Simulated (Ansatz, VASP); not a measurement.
**Ag in VASP and in Ansatz**

```
Ag
1.0
     2.90538    0.00000    0.00000
    -1.45269    2.51613    0.00000
     0.00000    0.00000    4.74975
Ag
2
Cartesian
  0.0000 1.6774 1.1874
  1.4527 0.8387 3.5623
```

This isn't the form of Ag at room conditions, which is fcc.

Alike in both runs: task single point; functional PBEsol; k mesh 9 × 9 × 5; occupations gaussian, width 0.15 eV; no spin polarisation.

|  | VASP | Ansatz |
| --- | --- | --- |
| version | VASP 6.6.1 | Ansatz 0.2.0 |
| potentials or method | VASP PAW PBE potentials, release 64 (Ag) | plane waves, PAW |
| plane-wave cutoff (eV) | 520 | 500 |
| valence electrons in the cell | 22 | 38 |

```csv
,VASP,Ansatz,Ansatz less VASP
pressure (GPa),-4.7,-4.5,+0.17
largest component of the traceless stress (GPa),1.11,1.12,+0.008
```

The functional is the same, so the differences come from potentials, cutoffs and numerics. The two sets of potentials don't hold the same shells in valence.

Caveats: the PAW data sets were made with another functional, which shifts forces and pressure a little (VASP).
